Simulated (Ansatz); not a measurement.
Os (omega (AlB2-type)): energy against volume

Theory: Ansatz, DFT, revPBE, plane waves (420 eV) with PAW, scalar-relativistic. The PAW files were generated under PBE, with cores re-solved for the functional.

The cell is scaled uniformly from the relaxed one, with fractional coordinates and shape fixed. Energies are extrapolated to zero smearing, pressures are those at the given smearing. Magnetic state: spin not included.

A Birch-Murnaghan fit gives V₀ = 14.78 Å³/atom, B₀ = 362 GPa, B₀′ = 4.8.

(1) What are the energy above the minimum and the pressure at 13.022 Å³/atom?

(2) What are the energy above the minimum and the pressure at 13.614 Å³/atom?

(3) What are the energy above the minimum and the pressure at 15.390 Å³/atom?

Answers

(1) 302.9 meV/atom and 62.36 GPa as computed.

(2) 122.7 meV/atom and 36.61 GPa as computed.

(3) 25.9 meV/atom and -12.95 GPa as computed.
